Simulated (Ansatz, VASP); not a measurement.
Ag: VASP beside Ansatz

```
Ag
1.0
     0.00000    2.02267    2.04310
     2.02267    0.00000    2.04310
     2.02267    2.02267    0.00000
Ag
1
Direct
  0.00000 0.00000 0.00000
```

Change from the starting cell: equal xx and yy strain of -1 %, PAW files.

Alike in both runs: task electric field gradients; functional PBEsol; k mesh 15 × 15 × 15; occupations fermi-dirac, width 0.03 eV; no spin polarisation.

|  | VASP | Ansatz |
| --- | --- | --- |
| version | VASP 6.6.1 | Ansatz 0.2.0 |
| potentials or method | VASP PAW PBE potentials, release 64 (Ag) | PAW with Ansatz's default frozen-core files, scalar-relativistic |
| plane-wave cutoff (eV) | 520 | 420 |
| valence electrons in the cell | 11 | 19 |

|  | VASP | Ansatz | Ansatz less VASP |
| --- | --- | --- | --- |
| pressure (GPa) | -0.8 | -0.5 | +0.22 |
| largest component of the traceless stress (GPa) | 0.09 | 0.10 | +0.012 |
| Vzz of the field gradient on the site that differs most (V/Å²) | -0.3 | -0.6 | -0.36 |

The functional is the same, so the differences come from potentials, cutoffs and numerics. The two sets of potentials don't hold the same shells in valence. Ansatz warned: «gradients_without_spin_orbit».

Caveats: the PAW data sets were made with another functional, which shifts forces and pressure a little (VASP).
